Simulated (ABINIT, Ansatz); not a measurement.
# BP (F-43m): phonons by linear response

Aim: the phonon dispersion of BP (F-43m), checked by a second program.

Calculated with ABINIT 10.8.3; DFT LDA, scalar-relativistic, plane waves, PseudoDojo norm-conserving pseudopotentials.

**What experiment says.**

“Thermal expansion coefficients of high thermal conducting BAs and BP materials” (2019, arxiv:1906.04101) reports for BP, zinc blende, by single-crystal XRD (Mo K-alpha) (metal-flux-grown single crystal, 100 K): lattice constant a (cubic a at 100 K) 4.5383 ± 0.0008 Å.

“Boron phosphide under pressure: in situ study by Raman scattering and X-ray diffraction” (2015, arxiv:1505.05714) reports for BP, zinc blende, by Raman scattering, 514.5 nm, backscattering (synthetic BP; powder or crystal not specified, 300 K): Raman mode (TO at Gamma (T2), ambient spectrum) 794 cm⁻¹ [very weak band; the pressure fit in the same paper quotes about 797 cm-1].

This is a report of a sequence of runs, with most program output left out.

**1. The starting structure**

Symmetry: F-43m, No. 216, cubic system. The conventional cell has a = 4.487 Å, b = 4.487 Å, c = 4.487 Å, α = 90.00°, β = 90.00°, γ = 90.00°. Nearest to B lie 4 P at 1.94 Å. Nearest to P lie 4 B at 1.94 Å. Farther neighbours are not listed.

**2. Relaxing the cell and atoms**

The harmonic expansion needs vanishing forces, and a free crystal bears no stress, so cell and atoms are brought to rest. Stress is more sensitive to the basis than forces are: the last 3 Ha under the cutoff are smoothed with ecutsm, and the cutoff is raised above that of the later runs.

The starting cell comes from a relaxation made beforehand in Ansatz (LDA, PseudoDojo NC).

Contents of relax.abi:

```
# relaxation
ionmov 2
optcell 2
dilatmx 1.08
ntime 40
tolmxf 1.0d-05
tolvrs 1.0d-14
prtwf 0
prtden 0
chksymtnons 0

# basis, mesh and filling
ecut 42.0
ecutsm 3.0
ngkpt 10 10 10
nshiftk 1
shiftk 0.0 0.0 0.0
istwfk *1
occopt 1
nband 4
nstep 100
diemac 9.0
prtebands 0
prtgsr 0
useylm 1

# cell and atoms
acell 3*1.0 Angstrom
rprim 
    -2.243625913 0.0 2.243625913
    0.0 2.243625913 2.243625913
    -2.243625913 2.243625913 0.0
ntypat 2
znucl 5 15
natom 2
typat 1 2
xred 
    0.0 0.0 0.0
    0.25 0.25 0.25
pp_dirpath "./pseudo"
pseudos "B.upf, P.upf"
```

Launch:

```bash
$ OMP_NUM_THREADS=1 mpirun -n 4 abinit relax.abi > relax.log
```

Run time: 7.4 s. Hardware: 4 MPI ranks of Arm Neoverse V2, shared host.

Little changed from the start: no atom moved by 0.005 Å and no cell edge by 0.1 %.

Numbers from this step:

```yaml
volume_per_atom: 11.29 Å³
pressure: -0.002394 GPa
```

**3. Ground state**

First-order wavefunctions inherit every error of the ground state, hence the very tight tolvrs. The mesh is shifted off Γ, since shifted meshes converge sums over the zone faster.

Contents of gs.abi:

```
# ground state
tolvrs 1.0d-16
prtden 1
prtwf 1
prtpot 1

# basis, mesh and filling
ecut 34.0
ngkpt 8 8 8
nshiftk 4
shiftk 
    0.5 0.5 0.5
    0.5 0.0 0.0
    0.0 0.5 0.0
    0.0 0.0 0.5
istwfk *1
occopt 1
nband 4
nstep 100
diemac 9.0
prtebands 0
prtgsr 0
useylm 1

# cell and atoms
acell 3*1.0 Angstrom
rprim 
    -2.243614147 0.0 2.243614147
    0.0 2.243614147 2.243614147
    -2.243614147 2.243614147 0.0
ntypat 2
znucl 5 15
natom 2
typat 1 2
xred 
    0.0 0.0 0.0
    0.25 0.25 0.25
pp_dirpath "./pseudo"
pseudos "B.upf, P.upf"
```

Launch:

```bash
$ OMP_NUM_THREADS=1 mpirun -n 4 abinit gs.abi > gs.log
```

The job ended after 3 s (4 MPI ranks).

Numbers from this step:

```
pressure : -0.1755 GPa
```

The cell stands at -0.18 GPa: the relaxation ran with a smoothed and higher cutoff and on another k mesh.

**4. Empty bands**

Empty bands on the ground state's density check that the gap assumed so far is there in this cell.

Contents of gap.abi:

```
# empty bands on the ground state's density
iscf -2
getden_filepath "gso_DEN"
tolwfr 1.0d-12
nbdbuf 2
prtwf 0

# basis, mesh and filling
ecut 34.0
ngkpt 12 12 12
nshiftk 1
shiftk 0.0 0.0 0.0
istwfk *1
occopt 1
nband 8
nstep 100
diemac 9.0
prtebands 0
prtgsr 0
useylm 1

# cell and atoms
acell 3*1.0 Angstrom
rprim 
    -2.243614147 0.0 2.243614147
    0.0 2.243614147 2.243614147
    -2.243614147 2.243614147 0.0
ntypat 2
znucl 5 15
natom 2
typat 1 2
xred 
    0.0 0.0 0.0
    0.25 0.25 0.25
pp_dirpath "./pseudo"
pseudos "B.upf, P.upf"
```

Launch:

```bash
$ OMP_NUM_THREADS=1 mpirun -n 4 abinit gap.abi > gap.log
```

It took 3.2 s on 4 MPI ranks; 13 s of CPU time.

Numbers from this step:

| Quantity | Value |
| --- | --- |
| gap on the k-mesh | 1.157 eV |

In this cell the gap on the mesh is 1.2 eV, indirect (smallest direct 3.4 eV), so fixed occupations hold.

**5. Linear response at Γ**

The derivative of the wavefunctions by k comes first, since the response to a field is built on it; then the field and the displacements that symmetry doesn't supply are solved at q = 0.

It reads the wavefunctions written in step 3.

Contents of dfpt_gamma.abi:

```
ndtset 2

# common to the responses
getwfk_filepath "gso_WFK"
kptopt 2
nqpt 1
qpt 0.0 0.0 0.0
asr 0
chneut 0

# d/dk
rfelfd1 2
rfdir1 1 1 1
iscf1 -3
tolwfr1 1.0d-20

# displacements, field
rfphon2 1
rfatpol2 1 2
rfdir2 1 1 1
rfelfd2 3
getddk2 1
tolvrs2 1.0d-10
prtwf2 0
prtpot2 1

# basis, mesh and filling
ecut 34.0
ngkpt 8 8 8
nshiftk 4
shiftk 
    0.5 0.5 0.5
    0.5 0.0 0.0
    0.0 0.5 0.0
    0.0 0.0 0.5
istwfk *1
occopt 1
nband 4
nstep 100
diemac 9.0
prtebands 0
prtgsr 0
useylm 1

# cell and atoms
acell 3*1.0 Angstrom
rprim 
    -2.243614147 0.0 2.243614147
    0.0 2.243614147 2.243614147
    -2.243614147 2.243614147 0.0
ntypat 2
znucl 5 15
natom 2
typat 1 2
xred 
    0.0 0.0 0.0
    0.25 0.25 0.25
pp_dirpath "./pseudo"
pseudos "B.upf, P.upf"
```

Launch:

```bash
$ OMP_NUM_THREADS=1 mpirun -n 4 abinit dfpt_gamma.abi > dfpt_gamma.log
```

Elapsed: 2.2 min, on 4 MPI ranks; 9 min of CPU time.

Numbers from this step:

| Property | Result |
| --- | --- |
| miss of the charge sum rule | 1.52e-4 e |
| largest acoustic frequency at the zone centre before the sum rule | 0.24 cm⁻¹ |
| highest optical zone-centre mode (no LO-TO term) | 821.1 cm⁻¹ |
| lowest optical zone-centre mode | 821.1 cm⁻¹ |
| mean high-frequency dielectric constant | 9.136 |
| largest Born charge in size (third of the trace) | 0.6428 e |

Born charge (rows field, columns displacement), before the sum rule (e), principal values of the symmetric part by kind of site:

```tsv
atom	atoms with these values	low	middle	high	mean
B1	1	-0.6426	-0.6426	-0.6426	-0.6426
P2	1	0.6428	0.6428	0.6428	0.6428
```

In full for P2:

```
0.6428 0.0000 0.0000
0.0000 0.6428 0.0000
0.0000 0.0000 0.6428
```

High-frequency dielectric tensor:

```
9.14 0.00 0.00
0.00 9.14 0.00
0.00 0.00 9.14
```

The acoustic modes at Γ come out as far as 0.2 cm⁻¹ from zero, where they should vanish, a small numerical error; the Born charges miss their sum rule by 1.5e-4 e, which is good.

**6. Phonons on a q mesh**

Linear response treats each wavevector of the 4×4×4 mesh in the unit cell; the first-order potentials are kept for the electron-phonon matrix elements.

Contents of dfpt_q.abi:

```
ndtset 7

# wavevectors
qpt1 0.25 0.0 0.0
qpt2 0.5 0.0 0.0
qpt3 0.25 0.25 0.0
qpt4 0.5 0.25 0.0
qpt5 -0.25 0.25 0.0
qpt6 0.5 0.5 0.0
qpt7 -0.25 0.5 0.25

# displacements
getwfk_filepath "gso_WFK"
getwfq_filepath "gso_WFK"
kptopt 3
nqpt 1
rfphon 1
rfatpol 1 2
rfdir 1 1 1
tolvrs 1.0d-10
prtwf 0
prtpot 1

# basis, mesh and filling
ecut 34.0
ngkpt 8 8 8
nshiftk 4
shiftk 
    0.5 0.5 0.5
    0.5 0.0 0.0
    0.0 0.5 0.0
    0.0 0.0 0.5
istwfk *1
occopt 1
nband 4
nstep 100
diemac 9.0
prtebands 0
prtgsr 0
useylm 1

# cell and atoms
acell 3*1.0 Angstrom
rprim 
    -2.243614147 0.0 2.243614147
    0.0 2.243614147 2.243614147
    -2.243614147 2.243614147 0.0
ntypat 2
znucl 5 15
natom 2
typat 1 2
xred 
    0.0 0.0 0.0
    0.25 0.25 0.25
pp_dirpath "./pseudo"
pseudos "B.upf, P.upf"
```

Launch:

```bash
$ OMP_NUM_THREADS=1 mpirun -n 4 abinit dfpt_q.abi > dfpt_q.log
```

The job ended after 22 min (4 MPI ranks).

This step gave:

```yaml
lowest_mode_on_the_q_mesh_acoustic_ones_at_the_zone_centre_apart: 179 cm⁻¹
```

Frequencies (cm⁻¹) before the sum rule at the irreducible wavevectors but Γ, which is solved apart; negative means imaginary. Frequencies by wavevector:

```tsv
q (fractions)	star	mode 1	mode 2	mode 3	mode 4	mode 5	mode 6
0.25 0 0	8	179	179	352.2	794.9	794.9	810.4
0.5 0 0	4	223.8	223.8	518	775.7	782.6	782.6
0.25 0.25 0	6	241.2	241.2	368.1	765.8	765.8	823.5
0.5 0.25 0	24	284.8	367.7	465.3	718.2	746.9	805.5
-0.25 0.25 0	12	263	358.1	418.8	730	758.5	807.5
0.5 0.5 0	3	313	313	536.7	729.6	729.6	804.1
-0.25 0.5 0.25	6	370.5	417.6	444.3	683.6	729.6	802
```

**7. Dispersion**

anaddb transforms the dynamical matrices to force constants, with the dipole-dipole part treated apart, and back along the path; points of the mesh come back as solved, but for the sum rule and, in polar crystals, the LO-TO term at Γ; the rest is interpolation.

Contents of anaddb.abi:

```
ddb_filepath "all_DDB"
output_file "anaddb.abo"
outdata_prefix "anaddb"
ifcflag 1
ngqpt 4 4 4
nqshft 1
q1shft 0.0 0.0 0.0
asr 1
chneut 1
dipdip 1
dipquad 0
quadquad 0
enunit 0
eivec 0
nph1l 62
qph1l 
    0.0 5.0d-06 5.0d-06 1.0
    0.0 0.05 0.05 1.0
    0.0 0.1 0.1 1.0
    0.0 0.15 0.15 1.0
    0.0 0.2 0.2 1.0
    0.0 0.25 0.25 1.0
    0.0 0.3 0.3 1.0
    0.0 0.35 0.35 1.0
    0.0 0.4 0.4 1.0
    0.0 0.45 0.45 1.0
    0.0 0.5 0.5 1.0
    0.0 0.5125 0.4875 1.0
    0.0 0.525 0.475 1.0
    0.0 0.5375 0.4625 1.0
    0.0 0.55 0.45 1.0
    0.0 0.5625 0.4375 1.0
    0.0 0.575 0.425 1.0
    0.0 0.5875 0.4125 1.0
    0.0 0.6 0.4 1.0
    0.0 0.6125 0.3875 1.0
    0.0 0.625 0.375 1.0
    -0.375 0.375 0.0 1.0
    -0.3375 0.3375 0.0 1.0
    -0.3 0.3 0.0 1.0
    -0.2625 0.2625 0.0 1.0
    -0.225 0.225 0.0 1.0
    -0.1875 0.1875 0.0 1.0
    -0.15 0.15 0.0 1.0
    -0.1125 0.1125 0.0 1.0
    -0.075 0.075 0.0 1.0
    -0.0375 0.0375 0.0 1.0
    0.0 5.0d-06 0.0 1.0
    0.0 0.05 0.0 1.0
    0.0 0.1 0.0 1.0
    0.0 0.15 0.0 1.0
    0.0 0.2 0.0 1.0
    0.0 0.25 0.0 1.0
    0.0 0.3 0.0 1.0
    0.0 0.35 0.0 1.0
    0.0 0.4 0.0 1.0
    0.0 0.45 0.0 1.0
    0.0 0.5 0.0 1.0
    -0.025 0.5 0.025 1.0
    -0.05 0.5 0.05 1.0
    -0.075 0.5 0.075 1.0
    -0.1 0.5 0.1 1.0
    -0.125 0.5 0.125 1.0
    -0.15 0.5 0.15 1.0
    -0.175 0.5 0.175 1.0
    -0.2 0.5 0.2 1.0
    -0.225 0.5 0.225 1.0
    -0.25 0.5 0.25 1.0
    -0.225 0.5 0.275 1.0
    -0.2 0.5 0.3 1.0
    -0.175 0.5 0.325 1.0
    -0.15 0.5 0.35 1.0
    -0.125 0.5 0.375 1.0
    -0.1 0.5 0.4 1.0
    -0.075 0.5 0.425 1.0
    -0.05 0.5 0.45 1.0
    -0.025 0.5 0.475 1.0
    0.0 0.5 0.5 1.0
```

Contents of mrgddb.in:

```
all_DDB
merged
8
dfpt_gammao_DS2_DDB
dfpt_qo_DS1_DDB
dfpt_qo_DS2_DDB
dfpt_qo_DS3_DDB
dfpt_qo_DS4_DDB
dfpt_qo_DS5_DDB
dfpt_qo_DS6_DDB
dfpt_qo_DS7_DDB
```

Launch:

```bash
$ mrgddb < mrgddb.in > mrgddb.log
$ OMP_NUM_THREADS=1 anaddb anaddb.abi > anaddb.log
```

Elapsed: 0.78 s, on 1 thread.

This step gave:

```
lowest frequency on the path : 0 cm⁻¹
```

Anaddb, dipole-dipole term. The phonon branches at the labelled points (cm⁻¹):

```tsv
point	branch 1	branch 2	branch 3	branch 4	branch 5	branch 6
Γ	0	0	0	821	821	829
halfway	241	241	368	766	766	824
X	313	313	537	730	730	804
halfway	313	346	521	717	730	805
U	310	405	480	692	734	808
jump to K	310	405	480	692	734	808
halfway	216	285	364	772	780	806
Γ	0	0	0	821	821	829
halfway	179	179	352	795	795	810
L	224	224	518	776	783	783
halfway	289	348	481	711	754	805
W	370	418	444	684	730	802
halfway	341	350	506	708	730	804
X	313	313	537	730	730	804
```

All branches are real along the path.

**8. Density of states**

Sums over the zone need many more wavevectors than were solved, so the interpolation is sampled on a dense mesh.

Contents of anaddb.abi:

```
ddb_filepath "all_DDB"
output_file "anaddb.abo"
outdata_prefix "anaddb"
ifcflag 1
ngqpt 4 4 4
nqshft 1
q1shft 0.0 0.0 0.0
asr 1
chneut 1
dipdip 1
dipquad 0
quadquad 0
prtdos 2
ng2qpt 17 17 17
dosdeltae 4.5563e-06
ntemper 11
temperinc 100.0
tempermin 0.0
```

Launch:

```bash
$ OMP_NUM_THREADS=1 anaddb anaddb.abi > anaddb.log
```

Wall time 2.9 s (1 thread).

Read from the output:

| Property | Result |
| --- | --- |
| share of modes beyond 3i cm⁻¹ on the dense interpolated mesh | 0 |
| zero-point energy per atom | 102.9 meV |
| heat capacity at 300 K | 14.46 J/(mol atoms K) |
| vibrational entropy at 300 K | 9.842 J/(mol atoms K) |

The phonon density of states has structure finer than the step of the table below, so its rows give means over 25 cm⁻¹, whole bins alone (the curve runs from -30 to 850 cm⁻¹). Peaks (cm⁻¹: height): 315.0: 0.0165, 735.0: 0.0328, 805.0: 0.125.

Tetrahedra. Phonon density of states against wavenumber; means over each step:

wavenumber (cm⁻¹), phonon density of states (1/cm⁻¹/cell) and a bar:
```
        0      0.000 
       25      0.000 
       50      0.000 
       75      0.000 
      100      0.001 
      125      0.001 #
      150      0.001 #
      175      0.002 ##
      200      0.004 ###
      225      0.007 ######
      250      0.010 #######
      275      0.011 ########
      300      0.014 ##########
      325      0.013 ##########
      350      0.009 #######
      375      0.008 ######
      400      0.007 #####
      425      0.005 ###
      450      0.010 ########
      475      0.011 ########
      500      0.005 ####
      525      0.001 #
      550      0.000 
      575      0.000 
      600      0.000 
      625      0.000 
      650      0.000 
      675      0.001 #
      700      0.011 ########
      725      0.018 ##############
      750      0.025 ##################
      775      0.018 ##############
      800      0.040 ##############################
      825      0.007 #####
```

Harmonic thermodynamic functions per atom, summed over the density of states scaled to three modes an atom; melting is ignored. Thermodynamic functions:

```tsv
T (K)	F_vib (meV/atom)	S (J/mol-atom/K)	C_V (J/mol-atom/K)
0	102.9	0	0
50	102.9	0.096	0.365
100	102.6	1.019	2.898
200	99.66	5.027	9.326
300	91.96	9.842	14.46
400	79.32	14.5	17.82
500	62.06	18.72	19.91
600	40.68	22.47	21.24
700	15.62	25.82	22.12
800	-12.72	28.81	22.73
900	-44	31.52	23.16
1000	-77.96	33.98	23.49
```

At 300 K the heat capacity has reached 58 % of the Dulong-Petit value.

**9. Zone-centre analysis**

anaddb reads the merged derivatives, imposes the acoustic sum rule and charge neutrality, and adds the LO-TO term along chosen directions.

Contents of anaddb.abi:

```
ddb_filepath "gamma_DDB"
output_file "anaddb.abo"
outdata_prefix "anaddb"
asr 1
chneut 1
enunit 2
eivec 1
nph1l 1
qph1l 0.0 0.0 0.0 1.0
dieflag 1
nph2l 3
qph2l 
    1.0 0.0 0.0 0.0
    0.0 0.0 1.0 0.0
    1.0 1.0 1.0 0.0
```

Contents of mrgddb.in:

```
gamma_DDB
merged
2
dfpt_gammao_DS2_DDB
gso_DDB
```

Launch:

```bash
$ mrgddb < mrgddb.in > mrgddb.log
$ OMP_NUM_THREADS=1 anaddb anaddb.abi > anaddb.log
```

The job ended after 0.5 s (1 thread).

Numbers from this step:

```
mean static dielectric constant      : 9.302
highest mode moved by the LO-TO term : 828.6 cm⁻¹
```

No LO-TO term; unit eigenvectors of the mass-weighted matrix, from anaddb's displacements. The modes at Γ (shares of kinetic energy by element, %):

```tsv
mode	frequency (cm⁻¹)	symmetry	B %	P %
1	0.0	acoustic	26	74
2	0.0	acoustic	26	74
3	0.0	acoustic	26	74
4	821.1	T2	74	26
5	821.1	T2	74	26
6	821.1	T2	74	26
```

Displacements in mode 4 (821.1 cm⁻¹), the largest set to 1:
```
B1   0.00  0.00  1.00
P2   0.00  0.00 -0.35
```

Trace of the oscillator strength, degenerate modes summed. Lines of the infrared spectrum (strongest = 100):

```tsv
position (cm⁻¹)	lines merged	IR intensity, relative
821	3	100
```

Static dielectric tensor (ions relaxed, fixed cell):

```
9.30 0.00 0.00
0.00 9.30 0.00
0.00 0.00 9.30
```

**10. A second program**

The same cell, potentials and cutoff go through another code, on another k mesh. Its k mesh is centred on Γ.

This step: DFT LDA, scalar-relativistic, plane waves, PseudoDojo norm-conserving pseudopotentials (Ansatz 0.2.0).

Contents of input.yaml:

```yaml
crystal:
  lattice:
    - [-2.2436141474, 0.0, 2.2436141474]
    - [0.0, 2.2436141474, 2.2436141474]
    - [-2.2436141474, 2.2436141474, 0.0]
  atoms:
    - { symbol: B, position: [0.0, 0.0, 0.0] }
    - { symbol: P, position: [0.25, 0.25, 0.25] }
kpoints:
  mp_grid: { grid: [12, 12, 12] }
hamiltonian:
  xc: lda
  pseudopotentials: { kind: nc, accuracy: standard }
scf:
  occupations: { method: fixed }
output:
  eigenvalues: true
basis:
  ecutwfc: 925.187
phonons:
  method: dfpt
  dielectric: true
  rigid_motions: translations
  qmesh: [4, 4, 4]
  temperatures: { t_max: 1000, t_step: 50 }
  qpath:
    path:
      - [[0.0, 0.0, 0.0], [0.0, 0.5, 0.5], [0.0, 0.625, 0.375]]
      - [[-0.375, 0.375, 0.0], [0.0, 0.0, 0.0], [0.0, 0.5, 0.0], [-0.25, 0.5, 0.25], [0.0, 0.5, 0.5]]
    npoints: 10
```

Launch:

```bash
$ ansatz run input.yaml --threads 4 --pin off --max-ram 8192MiB --backend cpu --events-out ev --progress --plain --runs-dir out
```

It took 1.9 min on 4 threads; peak memory 2.1 GiB.

Read from the output:

- sum-rule residual before enforcement: 5.95e-5 eV/Å²
- miss of the charge sum rule: 2.77e-4 e
- estimated error of the dielectric tensor: 0.02813
- estimated error of the Born charges: 0.005547 e
- mean frequency: 553.2 cm⁻¹
- Debye temperature (second moment): 1110 K
- logarithmic mean frequency: 498.2 cm⁻¹
- highest optical zone-centre mode (no LO-TO term): 821.2 cm⁻¹
- lowest optical zone-centre mode: 821.2 cm⁻¹
- mean high-frequency dielectric constant: 9.138
- largest Born charge in size (third of the trace): 0.6426 e
- mean static dielectric constant: 9.304
- lowest mode on the q mesh (acoustic ones at the zone centre apart): 179.0 cm⁻¹
- vibrational entropy at 300 K: 9.864 J/(mol atoms K)

Transverse modes. Infrared lines, with heights relative to the strongest:

```tsv
position (cm⁻¹)	label	IR intensity ((D/Å)²/amu), degenerate modes summed, relative
821	T2	100
```

**11. The two compared: ABINIT PseudoDojo and Ansatz, PseudoDojo**

Numbers from this step:

- root-mean-square difference: 0.03 cm⁻¹
- largest difference: 0.08 cm⁻¹
- root-mean-square difference on the path: 0.1 cm⁻¹
- largest difference on the path: 0.1 cm⁻¹

The two runs side by side. Further quantities:

```tsv
quantity	ABINIT PseudoDojo	Ansatz, PseudoDojo
mean ε∞	9.136	9.138
largest Born charge in size (e; the first before, the second after the charge sum rule)	0.643	0.643
```

The interpolated bands of the two lie on top of each other.

At the solved wavevectors the largest difference (acoustic modes at Γ apart) is 0.010 % of the highest mode.

**12. What came out**

| Quantity | Value |
| --- | --- |
| space group after relaxation | F-43m |
| volume per atom | 11.3 Å³ |
| highest optical zone-centre mode (no LO-TO term) | 821.1 cm⁻¹ |
| highest mode moved by the LO-TO term | 828.6 cm⁻¹ |
| mean high-frequency dielectric constant | 9.14 |
| largest Born charge in size (third of the trace) | 0.643 e |
| mean static dielectric constant | 9.30 |
| q mesh | 4×4×4 |
| lowest mode on the q mesh (acoustic ones at the zone centre apart) | 179 cm⁻¹ |
| zero-point energy per atom | 102.9 meV |
| heat capacity at 300 K | 14.5 J/(mol atoms K) |
| vibrational entropy at 300 K | 9.84 J/(mol atoms K) |
| imaginary modes on the q mesh | none |
| largest difference from Ansatz, PseudoDojo | 0.08 cm⁻¹ |

BP (F-43m) is dynamically stable on the 4×4×4 mesh; its spectrum reaches 829 cm⁻¹. At the LDA level the optical modes of BP (F-43m) at the zone centre (no LO-TO term) lie at 821 cm⁻¹. Along the directions run, the highest mode that the macroscopic field moves lies at 829 cm⁻¹. Lattice motion raises the mean dielectric constant from 9.136 to 9.302. The Lyddane-Sachs-Teller relation holds: (ωLO/ωTO)² is 1.02 and ε₀/ε∞ is 1.02. ABINIT PseudoDojo and Ansatz, PseudoDojo agree to 0.08 cm⁻¹ (0.010 % of the highest mode compared) on all solved modes but the acoustic ones at Γ, without the LO-TO term. These are harmonic frequencies at zero temperature: anharmonic shifts and linewidths and thermal expansion are left out. Ansatz warns that the cutoff lies 11 % under the one recommended for these files; agreement at one cutoff is not convergence. Electron-phonon shifts of the levels were run after this but are left out: their k mesh was shifted and missed the band edges.

Calculation against experiment:

| quantity | measured | LDA PseudoDojo norm-conserving, ABINIT | LDA PseudoDojo norm-conserving |
| --- | --- | --- | --- |
| lattice constant a (Å) | 4.5383 | 4.487 (-1.1 %) | - |
| Raman mode, TO at Gamma (T2), ambient … (cm⁻¹) | 794 | 821 (+3.4 %) | 821 (+3.4 %) |

Measured values from arxiv:1906.04101 (2019) and arxiv:1505.05714 (2015).

**Verdict.** The lattice constant a is off by -1.1 %: fair agreement. The Raman mode is off by +3.4 % at LDA PseudoDojo norm-conserving, ABINIT: fair agreement. The grades are ours: good and fair within 0.7 and 1.5 % for the lattice constant a and 3 and 7 % for the Raman mode. For lattice constants and Raman mode the calculation has a static lattice, without zero-point motion or thermal expansion (measured at up to 300 K).

[Host names and launcher messages were left out of these logs when they were recorded.]

[Logs are printed without paths, hosts, clocks, repeated set-up lines and the standing remarks that a program may print on its own settings, such as how far it seeks lower states.]

[Hosts, paths, dates, database ids (printed as entryN), source tags and the programs' standing remarks are cut or masked in the printed files.]
